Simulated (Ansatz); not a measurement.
A one-shot G0W0 calculation of a 2-atom cell of BeSe started from a crystallographic database with the PAW code Ansatz, at the level G0W0@PBE with 55 empty bands, a screening cutoff of 80 eV and a 6×6×6 mesh. Cell and atoms come from a relaxation with r2SCAN.

Input file:
```yaml
crystal:
  lattice:
    - [0.0, 2.5810355892, 2.5810355892]
    - [2.5810355892, 0.0, 2.5810355892]
    - [2.5810355892, 2.5810355892, 0.0]
  atoms:
    - { symbol: Be, position: [0.0, 0.0, 0.0] }
    - { symbol: Se, position: [0.25, 0.25, 0.25] }
kpoints:
  mp_grid: { grid: [6, 6, 6] }
hamiltonian:
  xc: pbe
scf:
  occupations: { method: fixed }
gw:
  n_empty_bands: 55
  ecut_chi: 80
  qp_bands: [v2, c2]
  qp_kpoints: band_edges
  screening: { model: contour_deformation }
```

Run as `ansatz run input.yaml --threads 2 --pin off --max-ram 3686MiB --backend cpu --events-out ev --progress --plain --runs-dir out`. Wall time 15 s on 2 threads of Intel(R) Xeon(R) Platinum 8259CL CPU @ 2.50GHz (Skylake/Cascade Lake) (shared host), load about 0.3 per core; peak host memory 0.37 GiB.

The log, with set-up remarks and timings taken out:
```
Pseudopotential: Be, paw, valence charge 2, recommended cutoff 420 eV (normal)
Pseudopotential: Se, paw, valence charge 16, recommended cutoff 420 eV (normal)
Functional definition: PBE
Crystal: 2 atoms, lattice volume = 34.388 Å³
Basis set: ecut = 420 eV, 645 PW (Γ)
Bands: 13, of which v1, the nominal top of the filled ones, is band 9 counted from 1 (8 counted from 0)
Symmetry: 24 space group operations
Space group: F-43m (ITA 216)
k-points: 16 of 216 (time reversal used)
SCF iter   1: HF=-5563.432729 eV  Δρ=3.87e-4  dr2=8.89e-6
SCF iter   2: HF=-5563.432711 eV  Δρ=3.17e-4  dr2=3.35e-5
SCF iter   3: HF=-5563.432718 eV  Δρ=1.15e-4  dr2=8.99e-7
SCF iter   4: HF=-5563.432729 eV  Δρ=6.21e-5  dr2=1.65e-6
SCF iter   5: HF=-5563.432729 eV  Δρ=1.96e-5  dr2=1.89e-7
SCF iter   6: HF=-5563.432729 eV  Δρ=5.95e-6  dr2=1.87e-8
SCF 1 converged in 6 iterations: F = -5563.432729 eV  dr2 = 1.87e-8
SCF converged after 6 iterations
Free energy (F): -5563.432729 eV
Fermi energy:    6.840693 eV
--- G₀W₀: contour deformation, 6 samples at zero and on the imaginary axis and 2 off it, 216 q-points, 55 empty bands' worth ---
    ik  band        ε_KS         Σx   Σc(E_QP)       V_xc       Z   E_QP_lin       E_QP  E_QP is
     0     8      6.8407   -17.9213     1.7543   -15.5366  0.7987     6.2071     6.2103  root
     0     9      6.8407   -17.9213     1.7543   -15.5366  0.7987     6.2071     6.2103  root
     0    10     11.1296    -8.4080    -4.1464   -13.2350  0.8065    11.8143    11.8100  root
     0    11     11.8630    -6.1030    -4.2395   -10.9964  0.7977    12.5211    12.5168  root
     1     8      6.5030   -17.6436     1.8148   -15.1728  0.7964     5.8435     5.8470  root
     1     9      6.5030   -17.6436     1.8148   -15.1728  0.7964     5.8435     5.8470  root
     1    10     11.3655    -7.1915    -4.1339   -11.9544  0.8036    11.9982    11.9945  root
     1    11     12.4102    -6.2652    -4.3728   -11.3144  0.7939    13.0916    13.0866  root
     2     8      5.9890   -17.4694     1.9722   -14.7941  0.7923     5.2815     5.2859  root
     2     9      5.9890   -17.4694     1.9722   -14.7941  0.7923     5.2815     5.2859  root
     2    10     11.2177    -7.3764    -4.0814   -12.0444  0.8037    11.8075    11.8043  root
     2    11     12.8712    -6.0683    -4.4499   -11.1666  0.7934    13.5244    13.5196  root
     3     8      5.7810   -17.4536     2.0477   -14.6830  0.7906     5.0532     5.0580  root
     3     9      5.7810   -17.4536     2.0477   -14.6830  0.7906     5.0532     5.0580  root
     3    10     11.1423    -7.5167    -4.0574   -12.1460  0.8039    11.7172    11.7142  root
     3    11     12.8207    -5.9104    -4.3936   -10.9159  0.7963    13.4369    13.4327  root
     4     8      5.8989   -17.1945     1.9420   -14.5438  0.7922     5.1857     5.1902  root
     4     9      5.8989   -17.1945     1.9420   -14.5438  0.7922     5.1857     5.1902  root
     4    10     11.1263    -6.0652    -4.0316   -10.6408  0.8047    11.6729    11.6703  root
     4    11     12.8897    -8.3904    -4.4291   -13.5355  0.7917    13.6118    13.6057  root
     8     8      5.0130   -16.8031     2.1838   -13.8308  0.7847     4.2180     4.2246  root
     8     9      6.3724   -17.6674     1.8655   -15.1349  0.7952     5.7016     5.7054  root
     8    10     12.0927    -6.7860    -4.3435   -11.8033  0.7985    12.7711    12.7664  root
     8    11     12.7582    -6.0277    -4.5535   -11.2670  0.7896    13.4495    13.4439  root
     9     8      4.6851   -16.9690     2.3513   -13.8003  0.7812     3.8601     3.8677  root
     9     9      4.6851   -16.9690     2.3513   -13.8003  0.7812     3.8601     3.8677  root
     9    10     10.0965    -5.8042    -3.8123   -10.0108  0.8119    10.4921    10.4909  root
     9    11     11.7665    -6.1624    -4.0548   -10.6418  0.8066    12.1928    12.1911  root
    12     8      4.2248   -16.9663     2.5198   -13.5928  0.7764     3.3620     3.3710  root
    12     9      4.2248   -16.9663     2.5198   -13.5928  0.7764     3.3620     3.3710  root
    12    10      9.4949    -5.5667    -3.6937    -9.5743  0.8171     9.8096     9.8089  root
    12    11     11.0594    -6.3550    -3.8909   -10.6436  0.8084    11.4584    11.4570  root
```

The points are ik 0 = (0, 0, 0) (Γ), ik 1 = (0, 0, 1/6), ik 2 = (0, 0, 1/3), ik 3 = (0, 0, -1/2), ik 4 = (0, 1/6, 1/6), ik 8 = (0, 1/6, -1/6), ik 9 = (0, 1/3, 1/3), ik 12 = (0, -1/2, -1/2); band 9 is the last filled one.

Over the mesh points the PBE gap of 2.65 eV becomes a quasiparticle gap of 3.60 eV (Γ to k = (0, -1/2, -1/2)), a change of +0.95 eV. Renormalisation factors Z lie between 0.78 and 0.82. G0W0 here is at a finite number of bands, screening cutoff and k mesh, not at the basis limit.

The values are computed, spin-unpolarised, and not measurements.

Spin-orbit coupling is left out.
